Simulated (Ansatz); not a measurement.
Crystal: AlN.

```
Al N
1.0
     0.00000    2.18399    2.18399
     2.18399    0.00000    2.18399
     2.18399    2.18399    0.00000
Al N
1 1
Direct
  0.00000 0.00000 0.00000
  0.25000 0.25000 0.25000
```

Measurements of this composition are mostly on another form, of space group No. 186.

Base run:

* Program: Ansatz 0.2.0
* Functional: rPW86-PBE
* Potentials or basis: Ansatz PAW
* Cutoff: 420 eV (not typed: the program's choice for these potentials)
* k mesh: 10 × 10 × 10
* Occupations: fermi-dirac, width 0.05 eV
* Spin: no spin polarisation

Its results: band gap on the k mesh 3.59 eV, indirect (least direct gap 4.36 eV); pressure 7.7 GPa.

The run is repeated on the same cell with these changes: functional from rPW86-PBE to RPBE. What comes out?

Band gap on the k mesh 3.37 eV, indirect (least direct gap 4.21 eV); pressure 8.6 GPa.

Caveats: the PAW data sets come from PBE, with cores solved anew for the run's functional, which leaves a small shift of forces and pressure.
